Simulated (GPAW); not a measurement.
Here is a GPAW 26.7.0 calculation.

File run.py:

```python
from ase import Atoms
from ase.dft.bandgap import bandgap
from ase.io import write
from ase.units import GPa
from gpaw import GPAW, PW, setup_paths

setup_paths.insert(0, '.')

atoms = Atoms(['Sn'],
              cell=[[-1.969227, 2.056227, 1.622007],
                    [2.044546, -2.0389, 1.692864],
                    [1.978548, 2.048221, -1.600837]],
              scaled_positions=[[0.008151, 0.001132, -0.000622]],
              pbc=True)

calc = GPAW(mode=PW(600),
            xc='PBEsol',
            kpts={'size': (10, 10, 10), 'gamma': True},
            occupations={'name': 'fermi-dirac', 'width': 0.05},
            nbands=14,
            convergence={'density': 1e-05, 'energy': 1e-05},
            maxiter=150,
            txt='gpaw.txt')
atoms.calc = calc
energy = atoms.get_potential_energy()
forces = atoms.get_forces()
stress = atoms.get_stress()
calc.write('gs.gpw')
write('result.traj', atoms)
print(f'Energy: {energy:.6f} eV')
print('Forces (eV/A):')
print(forces.round(4))
print('Stress (GPa):', (stress / GPa).round(3))
print('Fermi level:', round(calc.get_fermi_level(), 4), 'eV')
print(f'Gap: {bandgap(calc)[0]:.4f} eV, direct: {bandgap(calc, direct=True)[0]:.4f} eV')
```

Potentials or basis: PAW data sets generated in the run's folder for this functional, pw.

Run with:

```console
$ gpaw-setup -f PBEsol Sn
$ OMP_NUM_THREADS=1 python run.py
```

(1) Estimate the pressure.

(2) What does it give for the band gap on the k mesh?

## Answers

(1) -2.0 GPa.

(2) none (metal or under the smearing width).
